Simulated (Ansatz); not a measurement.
# Relativity in S

```
CELL_PARAMETERS angstrom
0.00000 1.99396 1.99396
1.99396 0.00000 1.99396
1.99396 1.99396 0.00000
ATOMIC_POSITIONS crystal
S 0.00000 0.00000 0.00000
```

The cell was built from the fcc type and relaxed in the same program, and has space group Fm-3m; it needn't be a known or the stable phase.

One fixed cell is solved with PBE by LAPW (all electrons) in Ansatz 0.2.0 under different relativistic treatments. Pressure is positive in compression.

Settings: a Γ-centred 16×16×16 k mesh, Fermi–Dirac smearing of 0.03 eV, basis error target 1 meV/atom, no spin polarisation.

| setting | P (GPa) | lowest level at Γ above −25 eV, from the valence-band top or, without a gap, the Fermi level (eV) |
| --- | --- | --- |
| scalar-relativistic | 0.07 | -16.72 |
| non-relativistic | 0.20 | -16.64 |
